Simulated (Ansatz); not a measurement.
Input and command of a plane-wave DFT calculation in Ansatz:

```yaml
crystal:
  lattice:
    - [4.2720474984, 0.0, 0.0]
    - [0.0, 4.4020037545, 0.0]
    - [0.0, 0.0, 2.8237899387]
  atoms:
    - { symbol: Mn, position: [0.0, 0.0, 0.0] }
    - { symbol: Mn, position: [0.5, 0.5, 0.5] }
    - { symbol: O, position: [0.78600764, 0.17703733, 0.5] }
    - { symbol: O, position: [0.71399236, 0.67703733, 0.0] }
    - { symbol: O, position: [0.28600764, 0.32296267, 0.0] }
    - { symbol: O, position: [0.21399236, 0.82296267, 0.5] }
basis:
  ecutwfc: 420
kpoints:
  mp_grid: { grid: [8, 8, 12] }
hamiltonian:
  xc: pbe
scf:
  occupations: { method: gaussian, width: 0.01 }
  lower_state_search: "off"
output:
  forces: true
  stress: true
  eigenvalues: true
```

```bash
ansatz run input.yaml --threads 1 --pin off --max-ram 2560MiB --backend cpu --events-out ev --progress --plain --runs-dir out
```

Processor: Arm Neoverse V1, 1 thread, on a host shared with other jobs.

Problem. Estimate time, memory and problem size.

Solution. About 17 s on 1 thread of Arm Neoverse V1 (shared host), peak memory 0.48 GiB. It solves 33 bands at 175 k points (the mesh reduced by the symmetry that the task leaves, which can be less than the crystal's) with about 1037 plane waves, in 8 SCF iterations.
